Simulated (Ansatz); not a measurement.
ZnO in the NiAs structure was relaxed with r2SCAN, strained in 2 ways (changes of length per length), its atoms relaxed again with r2SCAN, and run with HSE06 in Ansatz 0.2.0. Values at 0 K without nuclear motion; spin polarisation is off, and the phase may be a hypothetical one.

Epitaxial -3.21 % in the xy plane, free normal strain +1.79 %. Input:
```yaml
crystal:
  lattice:
    - [2.8813033115, 0.0, 0.0]
    - [-1.4406516557, 2.4952818638, 0.0]
    - [0.0, 0.0, 5.2173572539]
  atoms:
    - { symbol: Zn, position: [0.0, 0.0, 0.0] }
    - { symbol: Zn, position: [0.0, 0.0, 0.5] }
    - { symbol: O, position: [0.3333333333, 0.6666666667, 0.25] }
    - { symbol: O, position: [0.6666666667, 0.3333333333, 0.75] }
kpoints:
  mp_grid: { grid: [6, 6, 4] }
  band_path:
    path:
      - [0.0, 0.0, 0.0]
      - [0.5, 0.0, 0.0]
      - [0.3333333333, 0.3333333333, 0.0]
      - [0.0, 0.0, 0.5]
      - [0.5, 0.0, 0.5]
      - [0.3333333333, 0.3333333333, 0.5]
    npoints: 1
hamiltonian:
  xc: hse06
scf:
  occupations: { method: fixed }
  n_extra_bands: 5
output:
  forces: true
  stress: true
  eigenvalues: true
```

Main results, then levels in eV from the Fermi energy at the points of the path (names of the unstrained zone, bands numbered from 0):
```
Crystal: 4 atoms, lattice volume = 37.511 Å³
Basis set: ecut = 420 eV, 725 PW (Γ)
Symmetry: 24 space group operations
Space group: P63/mmc (ITA 194)
k-points: 21 of 144
Free energy (F): -7772.386759 eV
Fermi energy:    9.583389 eV
--- Stress (GPa, compression-positive) ---
       14.340723       0.000000       0.000000
        0.000000      14.340723       0.000000
        0.000000       0.000000       0.652780
  P = ⅓ Tr σ = 9.7781 GPa (97.781 kbar)
```
```tsv
point	band_15	band_16	band_17	band_18	band_19	band_20
Γ	-1.141	0.000	0.000	2.616	8.028	10.973
M	-2.607	-0.937	-0.141	7.886	8.561	9.854
K	-2.576	-2.167	-2.167	8.337	11.092	11.311
A	-0.518	-0.518	-0.518	5.916	5.916	13.007
L	-1.719	-1.311	-1.311	7.110	7.110	12.294
H	-3.913	-0.558	-0.558	9.414	9.414	10.076
```

With HSE06 the gap is 2.62 eV and direct, at Γ. The mean pressure at these positions is +9.8 GPa, compression counted positive. The stress of a hybrid is loosely converged here.

Isotropic -0.81 % on every length. These blocks change:
```yaml
crystal:
  lattice:
    - [2.9527479643, 0.0, 0.0]
    - [-1.4763739822, 2.5571547481, 0.0]
    - [0.0, 0.0, 5.0841165378]
  atoms:
    - { symbol: Zn, position: [0.0, 0.0, 0.0] }
    - { symbol: Zn, position: [0.0, 0.0, 0.5] }
    - { symbol: O, position: [0.3333333333, 0.6666666667, 0.25] }
    - { symbol: O, position: [0.6666666667, 0.3333333333, 0.75] }
```

```
Crystal: 4 atoms, lattice volume = 38.388 Å³
Basis set: ecut = 420 eV, 725 PW (Γ)
Symmetry: 24 space group operations
Space group: P63/mmc (ITA 194)
k-points: 21 of 144
Free energy (F): -7772.476643 eV
Fermi energy:    9.094117 eV
--- Stress (GPa, compression-positive) ---
        5.251442       0.000000       0.000000
        0.000000       5.251442       0.000000
        0.000000       0.000000       6.699795
  P = ⅓ Tr σ = 5.7342 GPa (57.342 kbar)
```
```tsv
point	band_15	band_16	band_17	band_18	band_19	band_20
Γ	-1.179	0.000	0.000	2.652	7.549	11.354
M	-2.665	-0.850	-0.071	8.031	8.844	9.469
K	-2.465	-2.071	-2.071	8.493	10.599	11.448
A	-0.526	-0.526	-0.526	5.842	5.842	13.270
L	-1.547	-1.295	-1.295	7.253	7.253	12.359
H	-3.818	-0.404	-0.404	9.851	9.851	9.882
```

HSE06 gives a direct gap of 2.65 eV at Γ. The mean pressure is +5.7 GPa (compression positive), so HSE06 would enlarge the cell's volume. The stress of a hybrid is loosely converged here.

The meshes of the hybrids are coarse, so their gaps aren't converged to the digits shown.
